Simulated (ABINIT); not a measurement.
# BP (F-43m): bands and cutoff in G0W0 with ABINIT

Wanted: a converged G0W0 gap of BP (F-43m), or an estimate of the limit.

Program: ABINIT 10.8.3. Level of theory: PBE and many-body steps on it, plane waves. Results are calculated unless marked as measured.

## 1. The starting structure

The structure is cubic, space group F-43m (No. 216). The conventional cell has a = 4.538 Å, b = 4.538 Å, c = 4.538 Å, α = 90.00°, β = 90.00°, γ = 90.00°. Nearest to B lie 4 P at 1.97 Å. Nearest to P lie 4 B at 1.97 Å. Farther neighbours are not listed.

The cell and positions come from the Crystallography Open Database and are kept as given unless a step says otherwise.

## 2. Empty states on the mesh, 6×6×6 mesh, 605 bands

This step: ABINIT 10.8.3; DFT, PBE, plane waves, norm-conserving pseudopotentials.

The sums over transitions need many empty states on a uniform mesh; this step solves for them.

Input file run.abi:

```
acell 3*1.0 Angstrom
rprim 
  0.000000000000 2.269000000000 2.269000000000
  2.269000000000 0.000000000000 2.269000000000
  2.269000000000 2.269000000000 0.000000000000
ntypat 2
znucl 5 15
natom 2
typat 1 2
xred 
  0.000000000000 0.000000000000 0.000000000000
  0.250000000000 0.250000000000 0.250000000000
pp_dirpath "pseudos"
pseudos "B.upf, P.upf"
ecut 34
ngkpt 6 6 6
nshiftk 1
shiftk 0 0 0
kptopt 1
chksymbreak 0
irdden 1
istwfk *1
nband 605
prtvol 0
optdriver 6
gwr_task "HDIAGO"
paral_kgb 0
occopt 1
indata_prefix "in"
outdata_prefix "out"
tmpdata_prefix "tmp"
```

Command:

```
$ OMP_NUM_THREADS=1 mpirun -n 4 abinit run.abi > log
```

What it wrote:

```text
.Version 10.8.3 of ABINIT. v10.8.2 released Aug 2026.

 Symmetries : space group F-4 3 m (#216); Bravais cF (face-center cubic)
[... echo of the input left out ...]
== DATASET  1 ==================================================================
-   mpi_nproc: 4, omp_nthreads: 1 (-1 if OMP is not activated)

--- !DatasetInfo
iteration_state: {dtset: 1, }
dimensions: {natom: 2, nkpt: 16, mband: 605, nsppol: 1, nspinor: 1, nspden: 1, mpw: 1524, }
cutoff_energies: {ecut:  34.0, pawecutdg:  -1.0, }
[...]
Indirect band gap semiconductor
 Fundamental gap:     1.347 (eV)
   VBM:     7.266 (eV) at k: [ 0.0000E+00,  0.0000E+00,  0.0000E+00]
   CBM:     8.613 (eV) at k: [ 5.0000E-01,  5.0000E-01,  0.0000E+00]
 Direct gap:         3.407 (eV) at k: [ 0.0000E+00,  0.0000E+00,  0.0000E+00]

== END DATASET(S) ==============================================================
================================================================================

 -outvars: echo values of variables after computation  --------
           etotal      0.0000000000E+00
            nband         605
             nkpt          16
          spgroup         216
 [... the other variables as echoed above ...]

 Calculation completed.
```

Wall time 19 s (4 MPI ranks of Arm Neoverse V1, shared host); peak memory 0.77 GiB.

This step gave:

```yaml
gap: 1.347 eV
k_of_the_valence_top: 0, 0, 0
k_of_the_conduction_bottom: 0.5, 0.5, 0
least_direct_gap: 3.407 eV
k_points_computed: 16
lowest_point_of_the_top_converged_band_above_the_valence_top: 478.5018 eV
```

On this mesh the gap is 1.347 eV.

The density comes from a self-consistent run that is not shown.

## 3. Screening, 6×6×6 mesh, 121 bands, screening to 203.5 eV

The RPA dielectric matrix is built and inverted for each q.

This step: RPA screening on PBE, plane waves, norm-conserving pseudopotentials.

run.abi, as its differences from that of step 2:

```diff
@@ -20,10 +20,11 @@
 chksymbreak 0
-irdden 1
 istwfk *1
-nband 605
-prtvol 0
-optdriver 6
-gwr_task "HDIAGO"
-paral_kgb 0
 occopt 1
+irdwfk 1
+optdriver 3
+nband 121
+ecuteps 7.48
+inclvkb 2
+awtr 1
+symchi 1
 indata_prefix "in"
```

What it wrote:

```text
.Version 10.8.3 of ABINIT. v10.8.2 released Aug 2026.

 Symmetries : space group F-4 3 m (#216); Bravais cF (face-center cubic)
[... echo of the input left out ...]
== DATASET  1 ==================================================================
-   mpi_nproc: 4, omp_nthreads: 1 (-1 if OMP is not activated)

--- !DatasetInfo
iteration_state: {dtset: 1, }
dimensions: {natom: 2, nkpt: 16, mband: 121, nsppol: 1, nspinor: 1, nspden: 1, mpw: 1524, }
cutoff_energies: {ecut:  34.0, pawecutdg:  -1.0, }
electrons: {nelect:   8.00000000E+00, charge:   0.00000000E+00, occopt:   1.00000000E+00, tsmear:   1.00000000E-02, }

 SCREENING: Calculation of the susceptibility and dielectric matrices

 Based on a program developped by R.W. Godby, V. Olevano, G. Onida, and L. Reining.
 Incorporated in ABINIT by V. Olevano, G.-M. Rignanese, and M. Torrent.
.Using double precision arithmetic ; gwpc =  8

[... cell and pseudopotentials left out ...]
--------------------------------------------------------------------------------

 ==== K-mesh for the wavefunctions ====
 Number of points in the irreducible wedge :    16
[... list of points left out ...]
 Together with 24 symmetry operations and time-reversal symmetry
 yields   216 points in the full Brillouin Zone.

 ==== Q-mesh for the screening function ====
 Number of points in the irreducible wedge :    16
[... list of points left out ...]
 Together with 24 symmetry operations and time-reversal symmetry
 yields   216 points in the full Brillouin Zone.

 setmesh: FFT mesh size selected  =    24x   24x   24
          total number of points  =        13824

 vcoul_init : cutoff-mode = AUXILIARY_FUNCTION
 q-points for optical limit:   1
     1)      0.000010    0.000020    0.000030

- screening: taking advantage of time-reversal symmetry
- Maximum band index for partially occupied states nbvw = 4
- Remaining bands to be divided among processors   nbcw = 117
- Number of bands treated by each node ~29

 Number of electrons calculated from density =    8.0000; Expected =    8.0000
 average of density, n =  0.050741
 r_s =    1.6757
 omega_plasma =   21.7288 [eV]

 calculating chi0 at frequencies [eV] :
  1    0.000000E+00    0.000000E+00
  2    0.000000E+00    2.172879E+01

--------------------------------------------------------------------------------
  q-point number  1        q = ( 0.000000, 0.000000, 0.000000) [r.l.u.]
--------------------------------------------------------------------------------
[... chi0 elements left out ...]
 For q-point:  0.000010 0.000020 0.000030
  dielectric constant =   9.7383
  dielectric constant without local fields =  10.6502

  Average fulfillment of the sum rule on Im[epsilon] for q-point    1 :     92.76  [%]
[... wings left out ...]
  q-point number  2        q = ( 0.166667, 0.000000, 0.000000) [r.l.u.]
--------------------------------------------------------------------------------
[... chi0 elements left out ...]
  Average fulfillment of the sum rule on Im[epsilon] for q-point    2 :     95.19  [%]

 [... 14 further q-points ...]
```

Wall time 54 s (4 MPI ranks); peak memory 0.84 GiB; 3.6 min of CPU time.

Numbers from this step:

```yaml
eps_infinity_with_local_fields_on_this_mesh_along_the_program_s_q_direction: 9.738
the_same_without_local_fields: 10.65
plasma_frequency: 21.73 eV
plane_waves_in_the_screening_matrix: 169
```

Local fields lower ε∞ by 9 %.

## 4. 121 bands, 203.5 eV

The self-energy is evaluated for the states that the input lists, and the levels follow from it, in one-shot runs by the linearised quasiparticle equation.

This step: G0W0 on PBE, plane waves, norm-conserving pseudopotentials.

run.abi, as its differences from that of step 3:

```diff
@@ -23,8 +23,19 @@
 irdwfk 1
-optdriver 3
+optdriver 4
 nband 121
+gwcalctyp 0
+ecutsigx 34
+symsigma 1
+nkptgw 3
+kptgw 
+  0.0000000000 0.0000000000 0.0000000000
+  0.5000000000 0.5000000000 0.0000000000
+  0.5000000000 0.0000000000 0.0000000000
+bdgw 
+  2 7
+  3 6
+  3 7
 ecuteps 7.48
-inclvkb 2
-awtr 1
-symchi 1
+irdscr 1
+ppmodel 1
 indata_prefix "in"
```

What it wrote:

```text
.Version 10.8.3 of ABINIT. v10.8.2 released Aug 2026.

 Symmetries : space group F-4 3 m (#216); Bravais cF (face-center cubic)
[... echo of the input left out ...]
== DATASET  1 ==================================================================
-   mpi_nproc: 4, omp_nthreads: 1 (-1 if OMP is not activated)

--- !DatasetInfo
iteration_state: {dtset: 1, }
dimensions: {natom: 2, nkpt: 16, mband: 121, nsppol: 1, nspinor: 1, nspden: 1, mpw: 1524, }
cutoff_energies: {ecut:  34.0, pawecutdg:  -1.0, }
electrons: {nelect:   8.00000000E+00, charge:   0.00000000E+00, occopt:   1.00000000E+00, tsmear:   1.00000000E-02, }

 SIGMA: Calculation of the GW corrections

 Based on a program developped by R.W. Godby, V. Olevano, G. Onida, and L. Reining.
 Incorporated in ABINIT by V. Olevano, G.-M. Rignanese, and M. Torrent.
.Using double precision arithmetic ; gwpc =  8

[... cell and pseudopotentials left out ...]
--------------------------------------------------------------------------------

 ==== K-mesh for the wavefunctions ====
 Number of points in the irreducible wedge :    16
[... list of points left out ...]
 Together with 24 symmetry operations and time-reversal symmetry
 yields   216 points in the full Brillouin Zone.

 ==== Q-mesh for screening function ====
 Number of points in the irreducible wedge :    16
[... list of points left out ...]
 Together with 24 symmetry operations and time-reversal symmetry
 yields   216 points in the full Brillouin Zone.

 vcoul_init : cutoff-mode = AUXILIARY_FUNCTION
 q-points for optical limit:   1
     1)      0.000010    0.000020    0.000030
 setmesh: FFT mesh size selected  =    32x   32x   32
          total number of points  =        32768

 Number of electrons calculated from density =    8.0000; Expected =    8.0000
 average of density, n =  0.050741
 r_s =    1.6757
 omega_plasma =   21.7288 [eV]

 === KS Band Gaps ===
  >>>> For spin  1
   Minimum direct gap =   3.4068 [eV], located at k-point      :   0.0000  0.0000  0.0000
   Fundamental gap    =   1.3473 [eV], Top of valence bands at :   0.0000  0.0000  0.0000
                                       Bottom of conduction at :   0.5000  0.5000  0.0000
 SIGMA fundamental parameters:
 PLASMON POLE MODEL  1
 number of plane-waves for SigmaX                 1459
 number of plane-waves for SigmaC and W            169
 number of plane-waves for wavefunctions          1459
 number of bands                                   121
 number of independent spin polarizations            1
 number of spinorial components                      1
 number of k-points in IBZ                          16
 number of q-points in IBZ                          16
 number of symmetry operations                      24
 number of k-points in BZ                          216
 number of q-points in BZ                          216
 number of frequencies for dSigma/dE                 9
 frequency step for dSigma/dE [eV]                0.25
 number of omega for Sigma on real axis              0
 max omega for Sigma on real axis  [eV]           0.00
 zcut for avoiding poles [eV]                     0.10

 EPSILON^-1 parameters (SCR file):
 dimension of the eps^-1 matrix on file            169
 dimension of the eps^-1 matrix used               169
 number of plane-waves for wavefunctions          1459
 number of bands                                   121
 number of q-points in IBZ                          16
 number of frequencies                               2
 number of real frequencies                          1
 number of imag frequencies                          1

 matrix elements of self-energy operator (all in [eV])

 Perturbative Calculation

--- !SelfEnergy_ee
iteration_state: {dtset: 1, }
kpoint     : [   0.000,    0.000,    0.000, ]
spin       : 1
KS_gap     :    3.407
QP_gap     :    4.277
Delta_QP_KS:    0.871
data: !SigmaeeData |
     Band     E0 <VxcDFT>   SigX SigC(E0)      Z dSigC/dE  Sig(E)    E-E0       E
        2   7.266 -13.300 -15.048   0.948   0.791  -0.264 -13.933  -0.634   6.632
        3   7.266 -13.300 -15.048   0.948   0.791  -0.264 -13.933  -0.634   6.632
        4   7.266 -13.300 -15.048   0.948   0.791  -0.264 -13.933  -0.634   6.632
        5  10.672 -12.025  -7.238  -4.489   0.793  -0.261 -11.788   0.237  10.909
        6  10.672 -12.025  -7.238  -4.489   0.793  -0.261 -11.788   0.237  10.909
        7  10.672 -12.025  -7.238  -4.489   0.793  -0.261 -11.788   0.237  10.909

--- !SelfEnergy_ee
iteration_state: {dtset: 1, }
kpoint     : [   0.500,    0.500,    0.000, ]
spin       : 1
KS_gap     :    5.461
QP_gap     :    6.354
Delta_QP_KS:    0.893
data: !SigmaeeData |
     Band     E0 <VxcDFT>   SigX SigC(E0)      Z dSigC/dE  Sig(E)    E-E0       E
[...]
--- !SelfEnergy_ee
iteration_state: {dtset: 1, }
kpoint     : [   0.500,    0.000,    0.000, ]
spin       : 1
KS_gap     :    5.535
QP_gap     :    6.419
Delta_QP_KS:    0.884
data: !SigmaeeData |
     Band     E0 <VxcDFT>   SigX SigC(E0)      Z dSigC/dE  Sig(E)    E-E0       E
[...]
5  11.043 -12.110  -7.046  -4.866   0.791  -0.264 -11.954   0.156  11.199
        6  11.983 -11.578  -6.251  -4.944   0.795  -0.258 -11.273   0.305  12.288
        7  11.983 -11.578  -6.251  -4.944   0.795  -0.258 -11.273   0.305  12.288

== END DATASET(S) ==============================================================
================================================================================

 -outvars: echo values of variables after computation  --------
           etotal      0.0000000000E+00
            nband         121
             nkpt          16
          spgroup         216
 [... the other variables as echoed above ...]

 Calculation completed.
```

The job ended after 20 s (4 MPI ranks; peak memory 0.89 GiB; 80 s of CPU time).

This step gave:

| Item | Value |
| --- | --- |
| G0W0 gap on the points computed | 2.059 eV |
| starting gap on the mesh | 1.347 eV |
| k of the valence top | 0, 0, 0 |
| k of the conduction bottom | 0.5, 0.5, 0 |
| Z at the valence top | 0.791 |
| Z at the conduction bottom | 0.805 |
| least direct G0W0 gap on the computed points | 4.277 eV |

The gap on the mesh goes from 1.35 eV to 2.06 eV, a correction of +0.71 eV.

## 5. Screening, 6×6×6 mesh, 183 bands, screening to 269.4 eV

This step: RPA screening on PBE, plane waves, norm-conserving pseudopotentials.

run.abi, as its differences from that of step 4:

```diff
@@ -23,19 +23,8 @@
 irdwfk 1
-optdriver 4
-nband 121
-gwcalctyp 0
-ecutsigx 34
-symsigma 1
-nkptgw 3
-kptgw 
-  0.0000000000 0.0000000000 0.0000000000
-  0.5000000000 0.5000000000 0.0000000000
-  0.5000000000 0.0000000000 0.0000000000
-bdgw 
-  2 7
-  3 6
-  3 7
-ecuteps 7.48
-irdscr 1
-ppmodel 1
+optdriver 3
+nband 183
+ecuteps 9.9
+inclvkb 2
+awtr 1
+symchi 1
 indata_prefix "in"
```

What it wrote:

```text
.Version 10.8.3 of ABINIT. v10.8.2 released Aug 2026.

 Symmetries : space group F-4 3 m (#216); Bravais cF (face-center cubic)
[... echo of the input left out ...]
== DATASET  1 ==================================================================
-   mpi_nproc: 4, omp_nthreads: 1 (-1 if OMP is not activated)

--- !DatasetInfo
iteration_state: {dtset: 1, }
dimensions: {natom: 2, nkpt: 16, mband: 183, nsppol: 1, nspinor: 1, nspden: 1, mpw: 1524, }
cutoff_energies: {ecut:  34.0, pawecutdg:  -1.0, }
electrons: {nelect:   8.00000000E+00, charge:   0.00000000E+00, occopt:   1.00000000E+00, tsmear:   1.00000000E-02, }

 SCREENING: Calculation of the susceptibility and dielectric matrices

 Based on a program developped by R.W. Godby, V. Olevano, G. Onida, and L. Reining.
 Incorporated in ABINIT by V. Olevano, G.-M. Rignanese, and M. Torrent.
.Using double precision arithmetic ; gwpc =  8

[... cell and pseudopotentials left out ...]
--------------------------------------------------------------------------------

 ==== K-mesh for the wavefunctions ====
 Number of points in the irreducible wedge :    16
[... list of points left out ...]
 Together with 24 symmetry operations and time-reversal symmetry
 yields   216 points in the full Brillouin Zone.

 ==== Q-mesh for the screening function ====
 Number of points in the irreducible wedge :    16
[... list of points left out ...]
 Together with 24 symmetry operations and time-reversal symmetry
 yields   216 points in the full Brillouin Zone.

 setmesh: FFT mesh size selected  =    25x   25x   25
          total number of points  =        15625

 vcoul_init : cutoff-mode = AUXILIARY_FUNCTION
 q-points for optical limit:   1
     1)      0.000010    0.000020    0.000030

- screening: taking advantage of time-reversal symmetry
- Maximum band index for partially occupied states nbvw = 4
- Remaining bands to be divided among processors   nbcw = 179
- Number of bands treated by each node ~44

 Number of electrons calculated from density =    8.0000; Expected =    8.0000
 average of density, n =  0.050741
 r_s =    1.6757
 omega_plasma =   21.7288 [eV]

 calculating chi0 at frequencies [eV] :
  1    0.000000E+00    0.000000E+00
  2    0.000000E+00    2.172879E+01

--------------------------------------------------------------------------------
  q-point number  1        q = ( 0.000000, 0.000000, 0.000000) [r.l.u.]
--------------------------------------------------------------------------------
[... chi0 elements left out ...]
 For q-point:  0.000010 0.000020 0.000030
  dielectric constant =   9.7364
  dielectric constant without local fields =  10.6503

  Average fulfillment of the sum rule on Im[epsilon] for q-point    1 :     94.92  [%]
[... wings left out ...]
  q-point number  2        q = ( 0.166667, 0.000000, 0.000000) [r.l.u.]
--------------------------------------------------------------------------------
[... chi0 elements left out ...]
  Average fulfillment of the sum rule on Im[epsilon] for q-point    2 :     95.96  [%]

 [... 14 further q-points ...]
```

Wall time 92 s (4 MPI ranks); peak memory 1.2 GiB.

This step gave:

```
ε∞ with local fields, on this mesh, along the program's q direction : 9.736
the same without local fields                                       : 10.65
plasma frequency                                                    : 21.73 eV
plane waves in the screening matrix                                 : 259
```

(Continued in part 2 of 2.)

[Paths, hosts, dates, memory and timing lines, banners, echoed tables and standing remarks are left out of the program output.]

[Logs are printed without paths, hosts, clocks, repeated set-up lines and the standing remarks that a program may print on its own settings, such as how far it seeks lower states.]

[Runs of the session that timed out or met a known fault of the program may be left out.]

[Hosts, paths, dates, database ids (printed as entryN), source tags and the programs' standing remarks are cut or masked in the printed files.]

[G0W0 gaps are taken among the corrected bands and points alone; a level outside them can change the order at an edge.]

[Where Ansatz stands beside ABINIT at settings called matched, ABINIT's density can come from a denser mesh and the files from another edition; pairs whose starting gaps differed by over 0.03 eV were left out, so agreement reads better than it is.]
